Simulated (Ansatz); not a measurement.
## How Ti stores the work of compression

The calculation used Ansatz, DFT PBE, scalar-relativistic, plane waves, PAW. Run with 420 eV cutoff, 18×18×18 k-mesh, Gaussian smearing of 0.10 eV, no spin polarisation.

Reference structure (relaxed):

```
Ti
1.0
    -1.62775    1.62775    1.62775
     1.62775   -1.62775    1.62775
     1.62775    1.62775   -1.62775
Ti
1
Cartesian
  0.0000 0.0000 0.0000
```

Cell and atoms were relaxed at each target pressure within the start's symmetry (Im-3m), at zero temperature; other phases can be more stable under pressure. H = E + PV with P the target; E is the free energy at the smearing used, whose derivative the pressure is, per atom and counted from zero pressure. The mesh named is that at zero pressure; some other pressures ran on another.

| P (GPa) | V (Å³/atom) | E − E0 (meV) | H − H0 (meV) |
| --- | --- | --- | --- |
| 0 | 17.251 | 0.0 | 0.0 |
| 1 | 17.084 | 0.6 | 107.2 |
| 4 | 16.652 | 7.3 | 423.1 |
| 12 | 15.669 | 55.6 | 1229.2 |
| 25 | 14.454 | 192.9 | 2448.3 |
| 50 | 12.846 | 561.1 | 4569.9 |
| 90 | 11.123 | 1296.7 | 7544.8 |

Question: Thermodynamics gives dH/dP = V along a relaxed path. Integrate V over P by the trapezoid rule and compare with the computed enthalpies.

Answer: With 1 eV/Å³ = 160.22 GPa, each step adds the mean volume times ΔP / 160.22:
```tsv
P (GPa)	∫V dP (meV)	H − H0 (meV)	difference (meV)
1	107.2	107.2	0.0
4	423.0	423.1	-0.1
12	1229.9	1229.2	0.7
25	2452.1	2448.3	3.7
50	4582.0	4569.9	12.0
90	7574.0	7544.8	29.2
```

V(P) curves upward, so the trapezoid rule runs high; integrating a smooth curve through the same points puts that excess at about 26.0 meV at 90 GPa, against the 29.2 meV found. What is left comes from the shape of V(P) between points this far apart, and from the mesh, the smearing and the stress tolerance.

Question: At 90 GPa, how much of the enthalpy change is stored energy and how much is the PV term?

Answer: E rises by 1297 meV/atom and PV is 90 × 11.123 / 160.22 = 6248 meV/atom, so PV makes 83 % of ΔH. So between rival structures at high pressure a small difference in volume can outweigh the difference in energy: 1 % of this volume is worth 62.5 meV/atom at this pressure.

Question: What bulk modulus do the lowest pressures give?

Answer: From the pressures that the runs reached, -1.03 GPa (17.422 Å³) and 1.07 GPa (17.084 Å³), B = −ΔP/Δln V = 2.10 / 0.0196 = 107 GPa, a mean over that range.

This bcc form isn't the element's structure at ambient conditions.